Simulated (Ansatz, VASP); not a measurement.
## One calculation of Ag, two programs

INCAR

```
PREC = Accurate
ENCUT = 520
EDIFF = 1E-6
ISMEAR = -1
SIGMA = 0.03
LREAL = False
LASPH = True
NELM = 60
ALGO = Normal
ISIF = 2
LWAVE = False
LCHARG = False
GGA = PE
NBANDS = 12
```

KPOINTS

```
regular mesh
0
Gamma
  15 15 15
```

POSCAR

```
Ag
1.0
    0.0000000000      2.0431000000      2.0431000000
    2.0431000000      0.0000000000      2.0431000000
    2.0431000000      2.0431000000      0.0000000000
Ag
1
Direct
    0.0000000000      0.0000000000      0.0000000000
```

Input for Ansatz:

```yaml
crystal:
  lattice:
    - [0.0, 2.0431, 2.0431]
    - [2.0431, 0.0, 2.0431]
    - [2.0431, 2.0431, 0.0]
  atoms:
    - { symbol: Ag, position: [0.0, 0.0, 0.0] }
kpoints:
  mp_grid: { grid: [15, 15, 15] }
scf:
  occupations: { method: fermi_dirac, width: 0.03 }
hamiltonian:
  xc: pbe
  pseudopotentials:
    kind: all_electron
    lapw: { basis_error: 0.0005 }
    dirac_shells: { Ag: ["3p", "3d"] }
output:
  forces: true
  stress: true
  eigenvalues: true
```

Alike in both runs: task single point; functional PBE; k mesh 15 × 15 × 15; occupations fermi-dirac, width 0.03 eV; no spin polarisation.

|  | VASP | Ansatz |
| --- | --- | --- |
| version | VASP 6.6.1 | Ansatz 0.2.0 |
| potentials or method | VASP PAW PBE potentials, release 64 (Ag) | all-electron LAPW, scalar-relativistic |
| plane-wave cutoff (eV) | 520 | see its input |

VASP gave:

```
pressure (GPa) : 4.4
```

Task: Which values does Ansatz return?

Result: Pressure (GPa): 4.5.

Ansatz ran all-electron here, so the differences hold the error of VASP's frozen core and of both bases.
